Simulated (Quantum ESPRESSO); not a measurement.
GaP: equation of state with PBE

**The experiment to reproduce.**

“Phosphorous dimerization in GaP at high pressure”, 2017, arxiv:1709.06667 reports, for a bulk crystal of GaP: bulk modulus 87.5 ± 0.6 GPa.

Crystal: GaP.

```
Ga P
1.0
     0.00000    2.72525    2.72525
     2.72525    0.00000    2.72525
     2.72525    2.72525    0.00000
Ga P
1 1
Direct
  0.00000 0.00000 0.00000
  0.75000 0.75000 0.75000
```

- Program: Quantum ESPRESSO 7.5
- Task: equation of state
- Functional: PBE
- Potentials or basis: SSSP 1.3 efficiency PBE
- Cutoff: 952 eV
- Density cutoff: 7619 eV
- k mesh: 8 × 8 × 8
- Occupations: fermi-dirac, width 0.05 eV
- Spin: no spin polarisation

The equilibrium volume is 20.88 Å³/atom, the bulk modulus is 77 GPa and the pressure derivative of the bulk modulus is 4.5.

Energy against volume, from the lowest point:
| volume (Å³/atom) | energy (meV/atom) |
| --- | --- |
| 19.026 | 46.25 |
| 19.431 | 27.01 |
| 19.836 | 13.30 |
| 20.240 | 4.56 |
| 20.645 | 0.28 |
| 21.050 | 0.00 |
| 21.455 | 3.32 |

All runs of the series together: 5.6 min on 1 thread of Arm Neoverse V1 (shared host).

A measured bulk modulus of GaP is 87.5 GPa (“Phosphorous dimerization in GaP at high pressure”, 2017, arxiv:1709.06667); the calculated 77 GPa misses it by -12.2 %. The fit is for a static lattice scaled at fixed shape and fixed fractional positions.

PBE usually gives volumes a little too large and moduli too small.
